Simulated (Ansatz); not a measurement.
Input and command of a calculation in Ansatz (plane waves; scalar-relativistic PAW potentials unless the input names others):

```yaml
crystal:
  lattice:
    - [4.7864947707, 0.0, 0.0]
    - [-2.3932473853, 4.1452260665, 0.0]
    - [0.0, 0.0, 10.7317304188]
  atoms:
    - { symbol: Cd, position: [0.0, 0.4999686682, 0.6666666667] }
    - { symbol: Cd, position: [0.5000313318, 0.5000313318, 0.0] }
    - { symbol: Cd, position: [0.4999686682, 0.0, 0.3333333333] }
    - { symbol: Te, position: [0.0, 0.4999974011, 0.1666666667] }
    - { symbol: Te, position: [0.5000025989, 0.5000025989, 0.5] }
    - { symbol: Te, position: [0.4999974011, 0.0, 0.8333333333] }
  symmetry: { detect: false }
kpoints:
  mp_grid: { grid: [12, 12, 4] }
hamiltonian:
  xc: rpbe
scf:
  occupations: { method: gaussian, width: 0.1 }
  mixing: { preconditioner: ldos }
output:
  forces: true
  eigenvalues: true
  stress: true
```

```bash
ansatz run input.yaml --threads 1 --pin off --max-ram 2560MiB --backend cpu --events-out ev --progress --plain --runs-dir out
```

Abridged log:
```
Basis set: ecut = 420 eV, 4073 PW (Γ), exchange–correlation on 64×64×144 points (8 copies of the dense FFT grid, shifted against one another)
Bands: 65, of which v1, the nominal top of the filled ones, is band 54 counted from 1 (53 counted from 0)
Symmetry: 1 space group operations
k-points: 292 of 576 (time reversal used)
SCF iter   1: F=—  HF=-45756.847765 eV  |F-HF|=—  |Δ(HF+E_count)|=         —  Δρ=2.56e-3  dr2=1.07e-2  ethr=1.77e-3  ⟨swp⟩=7.6  Hψ=74616  notcnv=0  defer=246
SCF iter   2: F=—  HF=-45756.855394 eV  |F-HF|=—  |Δ(HF+E_count)|=   7.63e-3  Δρ=2.86e-3  dr2=1.30e-2  ethr=9.90e-6  ⟨swp⟩=3.0  Hψ=40708  notcnv=0  defer=342
SCF iter   3: F=—  HF=-45756.850409 eV  |F-HF|=—  |Δ(HF+E_count)|=   4.99e-3  Δρ=5.17e-4  dr2=5.93e-4  ethr=9.90e-6  ⟨swp⟩=2.0  Hψ=33444  notcnv=0  defer=342
SCF iter   4: F=—  HF=-45756.850289 eV  |F-HF|=—  |Δ(HF+E_count)|=   1.20e-4  Δρ=1.84e-4  dr2=1.76e-4  ethr=5.49e-7  ⟨swp⟩=2.0  Hψ=32568  notcnv=0  defer=18
automatic band count: iteration 4 solves 63 bands in place of 65: the levels show a gap, and the empty bands left out lie too high to hold charge; the band table lists the bands solved (type scf.n_extra_bands for more)
SCF iter   5: F=—  HF=-45756.850244 eV  |F-HF|=—  |Δ(HF+E_count)|=   4.48e-5  Δρ=4.17e-5  dr2=1.80e-5  ethr=1.63e-7  ⟨swp⟩=2.0  Hψ=25468  notcnv=0  defer=18
SCF iter   6: F=—  HF=-45756.850332 eV  |F-HF|=—  |Δ(HF+E_count)|=   8.78e-5  Δρ=2.50e-5  dr2=1.37e-5  ethr=1.66e-8  ⟨swp⟩=2.1  Hψ=28961  notcnv=0  defer=18
SCF iter   7: F=—  HF=-45756.850331 eV  |F-HF|=—  |Δ(HF+E_count)|=   1.54e-6  Δρ=1.23e-5  dr2=3.34e-6  ethr=1.27e-8  ⟨swp⟩=1.9  Hψ=18539  notcnv=0  defer=18
SCF iter   8: F=—  HF=-45756.850330 eV  |F-HF|=—  |Δ(HF+E_count)|=   3.84e-7  Δρ=3.50e-6  dr2=2.42e-7  ethr=3.09e-9  ⟨swp⟩=2.0  Hψ=19645  notcnv=0  defer=18
SCF iter   9: F=-45756.850330 eV  HF=-45756.850330 eV  |F-HF|=3.38e-9  |Δ(HF+E_count)|=   2.02e-8  Δρ=8.31e-7  dr2=4.31e-9  ethr=9.26e-11  ⟨swp⟩=9.0  Hψ=69455  notcnv=0
SCF 1 converged in 9 iterations: F = -45756.850330 eV  dr2 = 4.31e-9
SCF converged after 9 iterations
Free energy (F): -45756.850330 eV
Harris-Foulkes:  -45756.850330 eV  (|F-HF|=3.38e-9)
Internal energy: -45756.849851 eV  (E = F + TS)
E sigma→0 (E₀):  -45756.850090 eV
Entropy (-TS):   -0.000479 eV (-0.080 meV/atom)
Fermi energy:    7.184577 eV
--- Forces (eV/Å), atoms counted from 1 ---
  atom   1  Cd    -0.00001687     0.00002926    -0.00000326
  atom   2  Cd    -0.00001693    -0.00002923    -0.00000422
  atom   3  Cd     0.00003378    -0.00000006     0.00000814
  atom   4  Te     0.00002245    -0.00003886     0.00000225
  atom   5  Te     0.00002243     0.00003885     0.00000264
  atom   6  Te    -0.00004486     0.00000002    -0.00000572
--- Stress (GPa, compression-positive) ---
       -1.505720       0.000030       0.000000
        0.000030      -1.505723       0.000000
        0.000000       0.000000      -1.385473
  P = ⅓ Tr σ = -1.4656 GPa (-14.656 kbar)
```

Apart from outputs, empty bands and the relaxation, which only the reference makes, the input differs from a reference run on usual settings in hamiltonian.xc: "pbe" → "rpbe"; crystal.symmetry: not typed → {"detect": false}; scf.mixing.preconditioner: not typed → "ldos"; basis.ecutwfc: 420 → not typed. The reference, at the same geometry, ended its own course with pressure -2.96 GPa, largest force 0.000 eV/Å, no gap on the mesh. This run converged in 9 SCF iterations with a total energy on another zero, pressure -1.47 GPa, largest force 0.000 eV/Å, no gap on the mesh.

It took 80 s on 1 thread of AMD EPYC 9R45 96-Core Processor (Zen 5), on a shared host, peak memory 2.4 GiB.